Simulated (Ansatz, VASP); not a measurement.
## BaHfO3 in VASP and in Ansatz

POSCAR

```
BaHfO3
1.0
    3.9748824674      0.0000000000      0.0000000000
    0.0000000000      4.1770502662      0.0000000000
    0.0000000000      0.0000000000      4.1770502662
Ba Hf O
1 1 3
Direct
    0.5000000000      0.5000000000      0.9980043580
    0.0000000000      0.0000000000      0.4980043580
    0.0000000000      0.5000000000      0.4980043580
    0.5000000000      0.0000000000      0.4980043580
    0.0000000000      0.0000000000      0.9980043580
```

File INCAR.step1:

```
  ALGO = Normal
  EDIFF = 1E-4
  ENCUT = 520
  GGA = PE
  ISMEAR = 0
  LASPH = True
  LCHARG = False
  LREAL = False
  LWAVE = True
  NBANDS = 27
  NELM = 80
  PREC = Accurate
  SIGMA = 0.01
```

Contents of INCAR.step2:

```
  ALGO = Normal
  EDIFF = 1E-7
  ENCUT = 520
  ISIF = 2
  ISMEAR = 0
  ISTART = 1
  LASPH = True
  LCHARG = False
  LMIXTAU = True
  LREAL = False
  LWAVE = False
  METAGGA = R2SCAN
  NBANDS = 27
  NELM = 80
  PREC = Accurate
  SIGMA = 0.01
```

Contents of KPOINTS:

```
k-points
0
Gamma
  6 6 6
```

Input for Ansatz:

```yaml
crystal:
  lattice:
    - [3.9748824674, 0.0, 0.0]
    - [0.0, 4.1770502662, 0.0]
    - [0.0, 0.0, 4.1770502662]
  atoms:
    - { symbol: Ba, position: [0.5, 0.5, 0.998004358] }
    - { symbol: Hf, position: [0.0, 0.0, 0.498004358] }
    - { symbol: O, position: [0.0, 0.5, 0.498004358] }
    - { symbol: O, position: [0.5, 0.0, 0.498004358] }
    - { symbol: O, position: [0.0, 0.0, 0.998004358] }
kpoints:
  mp_grid: { grid: [6, 6, 6] }
  band_path:
    path:
      - [0.0, 0.0, 0.0]
      - [0.0, 0.5000001203, 0.0]
      - [0.5000001203, 0.5000001203, 0.0]
      - [0.5000001203, 0.5000001203, 0.4999997595]
    npoints: 1
hamiltonian:
  xc: r2scan
scf:
  occupations: { method: fixed }
  n_extra_bands: 5
output:
  forces: true
  stress: true
  eigenvalues: true
```

Change from the starting cell: uniaxial_x strain -4.8%.

Alike in both runs: task single point; functional r2SCAN; k mesh 6 × 6 × 6; no spin polarisation.

```csv
,VASP,Ansatz
version,VASP 6.6.1,Ansatz 0.2.0
potentials or method,"VASP PAW PBE potentials, release 64 (Ba_sv, Hf_pv, O)","plane waves, PAW"
plane-wave cutoff (eV),520,500
occupations,"gaussian, width 0.01 eV",fixed
valence electrons in the cell,38,54
```

VASP gave:

* gap on the k mesh at the Fermi level (eV): 3.98
* pressure (GPa): 9.6
* largest component of the traceless stress (GPa): 11.02

Which values does Ansatz return?

gap on the k mesh at the Fermi level (eV): 4.04; pressure (GPa): 10.3; largest component of the traceless stress (GPa): 11.11.

The two sets of potentials don't hold the same shells in valence.

Caveats: the PAW data sets were made with another functional, which shifts forces and pressure a little (VASP); spin-orbit coupling is left out, which moves the levels of the heavy elements. A k mesh can miss the band edges.
